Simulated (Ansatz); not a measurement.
## CuO under changes of volume

One of the cells (9.482 Å³/atom); the others are scaled copies at fixed shape and fractional positions:

```
Cu O
1.0
     0.00000    2.11656    2.11656
     2.11656    0.00000    2.11656
     2.11656    2.11656    0.00000
Cu O
1 1
Direct
  0.02950 0.02810 0.90803
  0.47050 0.47190 0.59197
```

The cell comes from a database or a generator and needn't be the stable form of this composition.

| Property | Result |
| --- | --- |
| Program | Ansatz 0.2.0 |
| Functional | PBE |
| Potentials or basis | all-electron LAPW, scalar-relativistic |
| Cutoff | 512 eV (chosen from the basis error) |
| Basis error allowed | 0.0005 eV/atom |
| k mesh | 11 × 11 × 11 |
| Occupations | fermi-dirac, width 0.05 eV |
| Spin | no spin polarisation |

```tsv
volume (Å³/atom)	energy over the lowest point (meV/atom)	pressure (GPa)	largest force (eV/Å)
8.913	135.02	34.9	1.421
9.103	97.53	28.8	1.245
9.292	66.88	23.4	1.081
9.482	42.38	18.4	0.930
9.671	?	?	?
9.861	9.46	10.0	0.659
10.051	0.00	6.4	0.539
```

What does the run at 9.671 Å³/atom give?

Energy over the lowest point 23.42 meV/atom; pressure 14.0 GPa; largest force 0.790 eV/Å.

Worked out: A Birch-Murnaghan fit of order 3 (a polynomial in V^(-2/3)) to the other rows has no minimum within the range. It gives 23.45 meV/atom at 9.671 Å³/atom, against the run's 23.42, and -dE/dV = 13.9 GPa, against 14.0.

Energies are extrapolated to zero smearing.

Caveats: an odd number of electrons without spin polarisation forces a metal; a magnetic or distorted state may lie lower; the run has no spin polarisation, though such a crystal can be magnetic.
